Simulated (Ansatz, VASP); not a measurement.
**KBr in VASP and in Ansatz**

```
CELL_PARAMETERS angstrom
4.04618 0.10510 0.10510
0.10510 4.04618 0.10510
0.10510 0.10510 4.04618
ATOMIC_POSITIONS crystal
K 0.00000 0.00000 0.00000
Br 0.50000 0.50000 0.50000
```

Alike in both runs: task single point; functional PBE; k mesh 6 × 6 × 6; occupations gaussian, width 0.05 eV; no spin polarisation.

|  | VASP | Ansatz |
| --- | --- | --- |
| version | VASP 6.6.1 | Ansatz 0.2.0 |
| potentials or method | VASP PAW PBE potentials, release 64 (K_sv, Br) | scalar-relativistic, plane waves, PAW |
| plane-wave cutoff (eV) | 520 | 420 |
| valence electrons in the cell | 16 | 16 |

```csv
,VASP,Ansatz,Ansatz less VASP
gap on the k mesh at the Fermi level (eV),3.88,3.88,+0.001
least direct gap on the mesh (eV),4.06,4.06,0.000
pressure (GPa),0.1,0.1,-0.03
largest component of the traceless stress (GPa),0.07,0.07,-0.005
```

With one functional, cell and mesh, what is left measures potentials, basis and numerics.

A k mesh can miss the band edges.
